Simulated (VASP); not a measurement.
Runs of VASP 6.6.1 on MgTe. The structure is hexagonal, space group P6_3mc (No. 186). The conventional cell has a = 4.610 Å, b = 4.610 Å, c = 7.496 Å, α = 90.00°, β = 90.00°, γ = 120.00°. Around Mg (site symmetry 3m) lie 4 Te at 2.82 Å. Around Te (site symmetry 3m) lie 4 Mg at 2.82 Å. The cell is a database's computed one.

| task | cell | cutoff (eV) | smearing | gap on the mesh (eV) | pressure (GPa) |
| --- | --- | --- | --- | --- | --- |
| single point | P6_3mc, 34.49 Å³/atom | 520 | gaussian 0.02 eV | 2.36 | 0.0 |
| single point | P6_3mc, 34.78 Å³/atom | 520 | gaussian 0.02 eV | 2.26 | -0.3 |
| relaxation of cell and atoms | relaxed | 600 | gaussian 0.02 eV | 2.36 | 0.0 |
| single point | P6_3mc, 33.93 Å³/atom | 520 | gaussian 0.1 eV | 2.41 | (a) |
| single point | P6_3mc, 33.92 Å³/atom | 520 | gaussian 0.02 eV | 2.23 | (b) |

Alike in all rows: level PBE; potentials or basis VASP PAW PBE potentials, release 64 (Mg, Te); no spin polarisation; k mesh 6 × 6 × 4.

Question: Fill in the values left out.

Answer: (a) 0.6; (b) 0.5.

Caveats: spin-orbit coupling is left out, which moves the levels of the heavy elements.

A k mesh can miss the band edges, and the runs leave out spin-orbit coupling on Te.
